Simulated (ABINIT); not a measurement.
# GaN (F-43m) in ABINIT: notebook

The runs below take GaN through band structure, equation of state, with LDA-Teter, rPW86PBE, BP86, RPBE.

All numbers are computed with ABINIT 10.8.3 (patched build); they aren't measurements. Logs are shortened: lines on timing, memory, paths and dates and some standing lists are left out, and cuts for length are marked. The log counts tension as positive stress, the text compression.

**What was measured.**

From a printed reference work, textbook, for a bulk crystal of GaN at 0 K: band gap 3.299 eV (direct).

The runs below are set against these values where they give the same quantity.

## 1. The crystal as given

Symmetry: F-43m, No. 216, cubic system. The conventional cell has a = 4.507 Å, b = 4.507 Å, c = 4.507 Å, α = 90.00°, β = 90.00°, γ = 90.00°. Ga (site symmetry -43m) has 4 N at 1.95 Å as nearest neighbours. N (site symmetry -43m) has 4 Ga at 1.95 Å as nearest neighbours.

The cell is a database's computed one.

## 2. Band structure, LDA-Teter

The input, run.abi:

```
ndtset 2

pp_dirpath "./"
pseudos "Ga.LDA_PW-JTH.xml, N.LDA_PW-JTH.xml"

acell 6.0224269985 6.0224269985 6.0224269985
rprim
     0.0000000000     0.7071067812     0.7071067812
     0.7071067812     0.0000000000     0.7071067812
     0.7071067812     0.7071067812     0.0000000000
ntypat 2
znucl 31 7
natom 2
typat 1 2
xred
     0.0000000000     0.0000000000     0.0000000000
     0.2500000000     0.2500000000     0.2500000000

ecut 25.0
pawecutdg 47.0

ixc 1

occopt 3
tsmear 0.00183747

nstep 100

iomode 3
prtwf 0
prteig 0
prtebands 0
enunit 1
prtden1 1

kptopt1 1
ngkpt1 10 10 10
nshiftk1 1
shiftk1 0.0 0.0 0.0
nband1 13
tolvrs1 1.0e-9

iscf2 -2
getden2 1
nband2 17
nbdbuf2 2
tolwfr2 1.0e-12
kptopt2 -9
ndivsm2 8
prteig2 1
kptbounds2
     0.0000000000     0.0000000000     0.0000000000
     0.5000000000     0.0000000000     0.5000000000
     0.5000000000     0.2500000000     0.7500000000
     0.3750000000     0.3750000000     0.7500000000
     0.0000000000     0.0000000000     0.0000000000
     0.5000000000     0.5000000000     0.5000000000
     0.6250000000     0.2500000000     0.6250000000
     0.5000000000     0.2500000000     0.7500000000
     0.5000000000     0.5000000000     0.5000000000
     0.3750000000     0.3750000000     0.7500000000
```

Potentials or basis: JTH PAW LDA v2.0.

Run with:

```bash
> abinit run.abi > log 2>&1
```

run.abo:

```text
.Version 10.8.3 of ABINIT
 DATASET    1 : space group F-4 3 m (#216); Bravais cF (face-center cubic)
================================================================================
 Values of the parameters that define the memory need for DATASET  1.
     intxc =       0    ionmov =       0      iscf =      17    lmnmax =      18
     lnmax =       6     mgfft =      30  mpssoang =       3    mqgrid =    3001
     natom =       2  nloc_mem =       2    nspden =       1   nspinor =       1
    nsppol =       1      nsym =      24    n1xccc =       1    ntypat =       2
    occopt =       3   xclevel =       1
       mpw =         938          nfft =       27000          nkpt =          47
 PAW method is used; the additional fine FFT grid is defined by:
   mgfftf=        40    nfftf =     64000
================================================================================
================================================================================

 DATASET    2 : space group F-4 3 m (#216); Bravais cF (face-center cubic)
================================================================================
 Values of the parameters that define the memory need for DATASET  2.
     intxc =       0    ionmov =       0      iscf =      -2    lmnmax =      18
     lnmax =       6     mgfft =      30  mpssoang =       3    mqgrid =    3001
     natom =       2  nloc_mem =       2    nspden =       1   nspinor =       1
    nsppol =       1      nsym =      24    n1xccc =       1    ntypat =       2
    occopt =       3   xclevel =       1
       mpw =         941          nfft =       27000          nkpt =         139
 PAW method is used; the additional fine FFT grid is defined by:
   mgfftf=        40    nfftf =     64000
================================================================================
================================================================================

--------------------------------------------------------------------------------
------------- Echo of variables that govern the present computation ------------
--------------------------------------------------------------------------------
 -outvars: echo values of preprocessed input variables --------
            acell      6.0224269985E+00  6.0224269985E+00  6.0224269985E+00 Bohr
              amu      6.97230000E+01  1.40067400E+01
             ecut      2.50000000E+01 Hartree
           enunit           1
           getden1          0
           getden2          1
             iscf1         17
             iscf2         -2
                       outvar_i_n : Printing only first  50 k-points.
           jdtset        1    2
                       outvar_i_n : Printing only first  50 k-points.
           kptopt1          1
           kptopt2         -9
         kptrlatt       10    0    0      0   10    0      0    0   10
          kptrlen1     6.02242700E+01
          kptrlen2     3.00000000E+01
            natom           2
            nband1         13
            nband2         17
           nbdbuf1          0
           nbdbuf2          2
           ndtset           2
           ndivsm1          0
           ndivsm2          8
            ngfft          30      30      30
          ngfftdg          40      40      40
             nkpt1         47
             nkpt2        139
            nstep         100
             nsym          24
           ntypat           2
           occopt           3
        pawecutdg      4.70000000E+01 Hartree
        prtebands           0
           prteig1          0
           prteig2          1
            prtwf           0
            rprim      0.0000000000E+00  7.0710678120E-01  7.0710678120E-01
                       7.0710678120E-01  0.0000000000E+00  7.0710678120E-01
                       7.0710678120E-01  7.0710678120E-01  0.0000000000E+00
           shiftk1     0.00000000E+00  0.00000000E+00  0.00000000E+00
           shiftk2     5.00000000E-01  5.00000000E-01  5.00000000E-01
          spgroup         216
[... 253 lines left out ...]
         ecut(hartree)=     25.000   => boxcut(ratio)=   2.21563

 getcut : COMMENT -
  Note that boxcut > 2.2 ; recall that boxcut=Gcut(box)/Gcut(sphere) = 2
  is sufficient for exact treatment of convolution.
  Such a large boxcut is a waste : you could raise ecut
  e.g. ecut=   30.681261 Hartrees makes boxcut=2

 Fine grid specifications (used for densities):

 getcut: wavevector=  0.0000  0.0000  0.0000  ngfft=  40  40  40
         ecut(hartree)=     47.000   => boxcut(ratio)=   2.15216
--------------------------------------------------------------------------------

================================================================================
 Non-SCF case, kpt    1 (  0.00000  0.00000  0.00000), residuals and eigenvalues=
  3.33E-13  7.19E-13  4.52E-13  5.63E-13  4.90E-13  3.53E-13  1.79E-13  6.85E-13
  1.95E-13  7.71E-13  9.59E-13  3.73E-13  6.80E-13  6.72E-13  4.74E-13  2.75E-10
  1.46E-08
 -3.7336E-01 -2.9002E-01 -2.9002E-01 -2.9002E-01 -2.7842E-01 -2.7842E-01
  2.0788E-01  2.0788E-01  2.0788E-01  2.7141E-01  5.7925E-01  5.7925E-01
  5.7925E-01  8.4295E-01  8.9364E-01  8.9364E-01  8.9364E-01
 Non-SCF case, kpt    2 (  0.02174  0.00000  0.02174), residuals and eigenvalues=
  6.37E-13  3.19E-13  3.74E-13  2.40E-13  2.11E-13  8.14E-13  2.89E-13  3.20E-13
  8.23E-13  3.28E-13  3.38E-13  8.53E-13  2.45E-13  7.28E-13  9.06E-13  3.49E-12
  3.25E-11
[... 948 lines left out ...]
 Non-SCF case, kpt  138 (  0.38393  0.38393  0.73214), residuals and eigenvalues=
  1.85E-13  7.51E-13  2.42E-13  7.35E-13  5.37E-13  2.27E-13  1.09E-13  5.45E-13
  2.45E-13  4.82E-13  3.16E-13  3.32E-13  2.47E-13  3.22E-13  4.71E-13  2.25E-09
  5.79E-07
 -3.3663E-01 -2.8587E-01 -2.8095E-01 -2.8058E-01 -2.7711E-01 -2.0463E-01
 -1.1148E-02  4.8692E-02  1.2992E-01  3.9319E-01  4.9238E-01  6.0251E-01
  6.6787E-01  7.0737E-01  9.4321E-01  1.0431E+00  1.0979E+00
 Non-SCF case, kpt  139 (  0.37500  0.37500  0.75000), residuals and eigenvalues=
  2.10E-13  5.92E-13  3.41E-13  2.59E-13  7.48E-13  6.04E-13  5.74E-13  7.88E-13
  7.54E-13  1.02E-13  7.18E-13  5.51E-13  3.21E-13  7.50E-13  4.03E-13  2.00E-09
  1.57E-07
 -3.3650E-01 -2.8587E-01 -2.8065E-01 -2.8063E-01 -2.7698E-01 -2.0401E-01
 -1.1014E-02  4.9551E-02  1.2706E-01  3.8720E-01  4.9085E-01  6.0747E-01
  6.7289E-01  7.0107E-01  9.5589E-01  1.0428E+00  1.1049E+00

--- !ResultsGS
iteration_state: {dtset: 2, }
comment   : Summary of ground state results
lattice_vectors:
- [  0.0000000,   4.2584990,   4.2584990, ]
- [  4.2584990,   0.0000000,   4.2584990, ]
- [  4.2584990,   4.2584990,   0.0000000, ]
lattice_lengths: [   6.02243,    6.02243,    6.02243, ]
lattice_angles: [ 60.000,  60.000,  60.000, ] # degrees, (23, 13, 12)
lattice_volume:   1.5445417E+02
convergence: {deltae:  0.000E+00, res2:  0.000E+00, residm:  9.999E-13, diffor:  0.000E+00, }
etotal    :  -8.93858438E+01
entropy   :   0.00000000E+00
fermie    :   2.41260080E-01
cartesian_stress_tensor: null
pressure_GPa: null
xred      :
- [  0.0000E+00,   0.0000E+00,   0.0000E+00, Ga]
- [  2.5000E-01,   2.5000E-01,   2.5000E-01,  N]
cartesian_forces: null
force_length_stats: {min: null, max: null, mean: null, }
...

 Integrated electronic density in atomic spheres:
 ------------------------------------------------
 Atom  Sphere_radius  Integrated_density
    1        2.10359         11.20621298
    2        1.20497          2.55881945

================================================================================

 ----iterations are completed or convergence reached----

 Mean square residual over all n,k,spin=   48.978E-14; max=  99.992E-14
 reduced coordinates (array xred) for    2 atoms
       0.000000000000      0.000000000000      0.000000000000
       0.250000000000      0.250000000000      0.250000000000

 cartesian coordinates (angstrom) at end:
    1      0.00000000000000     0.00000000000000     0.00000000000000
    2      1.12675030300373     1.12675030300373     1.12675030300373
 length scales=  6.022426998500  6.022426998500  6.022426998500 bohr
              =  3.186931119771  3.186931119771  3.186931119771 angstroms
 Eigenvalues (   eV  ) for nkpt= 139  k points:
 kpt#   1, nband= 17, wtk=  1.00000, kpt=  0.0000  0.0000  0.0000 (reduced coord)
 -10.15976   -7.89187   -7.89187   -7.89187   -7.57606   -7.57606    5.65666    5.65666
   5.65666    7.38533   15.76225   15.76225   15.76225   22.93797   24.31722   24.31722
  24.31722
 kpt#   2, nband= 17, wtk=  1.00000, kpt=  0.0217  0.0000  0.0217 (reduced coord)
 -10.15246   -7.89063   -7.89063   -7.89024   -7.57664   -7.57571    5.57460    5.64054
   5.64054    7.46940   15.71491   15.77847   15.77847   22.98172   23.88938   24.35043
  24.35043
 kpt#   3, nband= 17, wtk=  1.00000, kpt=  0.0435  0.0000  0.0435 (reduced coord)
 -10.13072   -7.88691   -7.88691   -7.88522   -7.57828   -7.57464    5.36452    5.59278
   5.59278    7.68525   15.57850   15.82670   15.82670   22.85880   23.44449   24.44985
  24.44985
 kpt#   4, nband= 17, wtk=  1.00000, kpt=  0.0652  0.0000  0.0652 (reduced coord)
 -10.09512   -7.88077   -7.88077   -7.87647   -7.58090   -7.57287    5.08393    5.51512
   5.51512    7.97333   15.36744   15.90559   15.90559   22.15616   23.66291   24.61483
  24.61483
 kpt#   5, nband= 17, wtk=  1.00000, kpt=  0.0870  0.0000  0.0870 (reduced coord)
[... 525 lines left out ...]
   3.72787   11.07512   13.33564   16.06977   17.80765   19.82144   25.15186   28.01874
  29.22610
 kpt# 137, nband= 17, wtk=  1.00000, kpt=  0.3929  0.3929  0.7143 (reduced coord)
  -9.16586   -7.77969   -7.65655   -7.63211   -7.54254   -5.60775   -0.35292    1.40974
   3.62618   10.88035   13.39465   16.23052   18.00524   19.50202   25.37838   28.29892
  29.55369
 kpt# 138, nband= 17, wtk=  1.00000, kpt=  0.3839  0.3839  0.7321 (reduced coord)
  -9.16008   -7.77886   -7.64502   -7.63499   -7.54056   -5.56837   -0.30336    1.32498
   3.53522   10.69916   13.39842   16.39507   18.17358   19.24850   25.66601   28.38526
  29.87451
 kpt# 139, nband= 17, wtk=  1.00000, kpt=  0.3750  0.3750  0.7500 (reduced coord)
  -9.15661   -7.77889   -7.63681   -7.63646   -7.53695   -5.55149   -0.29970    1.34834
   3.45737   10.53633   13.35684   16.53002   18.31035   19.07720   26.01123   28.37717
  30.06634

== END DATASET(S) ==============================================================
================================================================================

 -outvars: echo values of variables after computation  --------
            acell      6.0224269985E+00  6.0224269985E+00  6.0224269985E+00 Bohr
           etotal1    -8.9385843797E+01
            fcart1     7.4097555105E-31 -3.7048777553E-31 -2.4699185035E-31
                      -7.4097555105E-31  3.7048777553E-31  2.4699185035E-31
            rprim      0.0000000000E+00  7.0710678120E-01  7.0710678120E-01
                       7.0710678120E-01  0.0000000000E+00  7.0710678120E-01
                       7.0710678120E-01  7.0710678120E-01  0.0000000000E+00
           strten1     2.2326093361E-04  2.2326093361E-04  2.2326093361E-04
                       0.0000000000E+00  0.0000000000E+00  0.0000000000E+00
           xangst      0.0000000000E+00  0.0000000000E+00  0.0000000000E+00
                       1.1267503030E+00  1.1267503030E+00  1.1267503030E+00
             xred      0.0000000000E+00  0.0000000000E+00  0.0000000000E+00
                       2.5000000000E-01  2.5000000000E-01  2.5000000000E-01
 Calculation completed.
```

It took 47 s on 1 thread of Intel Xeon Platinum 8488C (Sapphire Rapids), shared host; peak memory 0.11 GiB.

What came out:

| Quantity | Value |
| --- | --- |
| Free energy | -2432.3127 eV |
| Band gap on the k mesh | 1.73 eV, direct |
| Valence electrons inside the program's atomic spheres | Ga 11.21; N 2.56 |

Levels at the corners of the path, in eV from the valence-band top:
```csv
point,band 7,band 8,band 9,band 10,band 11,band 12
Γ,0.00,0.00,0.00,1.73,10.11,10.11
X,-6.22,-2.73,-2.73,3.25,6.46,11.50
W,-5.79,-3.74,-3.69,6.11,8.22,10.15
K,-5.96,-4.31,-2.20,4.88,7.70,10.87
Γ,0.00,0.00,0.00,1.73,10.11,10.11
L,-7.12,-0.98,-0.98,4.52,8.59,10.19
U,-5.96,-4.31,-2.20,4.88,7.70,10.87
W,-5.79,-3.74,-3.69,6.11,8.22,10.15
L,-7.12,-0.98,-0.98,4.52,8.59,10.19
K,-5.96,-4.31,-2.20,4.88,7.70,10.87
```

Caveat: the cutoff is too short for stress, so the log's stress isn't used.

## 3. Band structure, rPW86PBE

Edit run.abi of step 2 so:

```diff
@@ -3,3 +3,3 @@
 pp_dirpath "./"
-pseudos "Ga.LDA_PW-JTH.xml, N.LDA_PW-JTH.xml"
+pseudos "Ga.GGA_PBE-JTH.xml, N.GGA_PBE-JTH.xml"
 
@@ -14,13 +14,13 @@
 typat 1 2
-xred
+xcart
      0.0000000000     0.0000000000     0.0000000000
-     0.2500000000     0.2500000000     0.2500000000
+     2.1292494849     2.1292494849     2.1292494849
 
-ecut 25.0
+ecut 680.284656 eV
 pawecutdg 47.0
 
-ixc 1
+ixc -144130
 
 occopt 3
-tsmear 0.00183747
+tsmear 0.05 eV
 
@@ -32,4 +32,6 @@
 prtebands 0
-enunit 1
 prtden1 1
+prtvha1 1
+prtvclmb1 1
+prtpot1 1
 
@@ -48,4 +50,5 @@
 kptopt2 -9
-ndivsm2 8
+ndivsm2 5
 prteig2 1
+prtvol2 -3
 kptbounds2
```

Potentials or basis: JTH PAW PBE v2.0.

Run with:

```bash
> abinit run.abi > log 2>&1
```

Run time: 43 s. Hardware: 1 thread of Intel Xeon Platinum 8488C (Sapphire Rapids), shared host; peak memory 0.12 GiB.

The run converged. Its results:

* Free energy: -2426.8751 eV
* Band gap on the k mesh: 1.74 eV, direct
* Valence electrons inside the program's atomic spheres: Ga 11.19; N 2.60

Levels at the corners of the path, in eV from the valence-band top:
```csv
point,band 7,band 8,band 9,band 10,band 11,band 12
Γ,0.00,0.00,0.00,1.74,10.29,10.29
X,-6.13,-2.68,-2.68,3.52,6.63,11.76
W,-5.72,-3.64,-3.58,6.34,8.23,10.30
K,-5.88,-4.19,-2.15,5.12,7.78,11.12
Γ,0.00,0.00,0.00,1.74,10.29,10.29
L,-6.99,-0.96,-0.96,4.61,8.80,10.40
U,-5.88,-4.19,-2.15,5.12,7.78,11.12
W,-5.72,-3.64,-3.58,6.34,8.23,10.30
L,-6.99,-0.96,-0.96,4.61,8.80,10.40
K,-5.88,-4.19,-2.15,5.12,7.78,11.12
```

Caveat: the cutoff is too short for stress, so the log's stress isn't used; the PAW data sets were made with another functional, which shifts forces and pressure a little.

[end of part 1 of 2]
